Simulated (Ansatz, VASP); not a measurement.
# One calculation of Ru, two programs

```xyz
2
Lattice="2.6919 0.0000 0.0000 -1.3459 2.3312 0.0000 0.0000 0.0000 4.2461" Properties=species:S:1:pos:R:3 pbc="T T T"
Ru    0.0000    1.5542    1.0615
Ru    1.3459    0.7771    3.1846
```

Alike in both runs: functional PBEsol; k mesh 14 × 14 × 8; occupations fermi-dirac, width 0.05 eV; no spin polarisation.

Ansatz relaxed the structure, and its values are those at the end. VASP's run is a single point on that final structure, the one shown.

|  | VASP | Ansatz |
| --- | --- | --- |
| version | VASP 6.6.1 | Ansatz 0.2.0 |
| potentials or method | VASP PAW PBE potentials, release 64 (Ru_pv) | PAW with Ansatz's default frozen-core files, scalar-relativistic |
| plane-wave cutoff (eV) | 520 | 420 |
| valence electrons in the cell | 28 | 32 |

|  | VASP | Ansatz | Ansatz less VASP |
| --- | --- | --- | --- |
| pressure (GPa) | 0.0 | 0.0 | +0.07 |

With one functional, cell and mesh, what is left measures potentials, basis and numerics. The two sets of potentials don't hold the same shells in valence. Ansatz warned: «gradients_without_spin_orbit».

Caveats: the PAW data sets were made with another functional, which shifts forces and pressure a little (VASP).
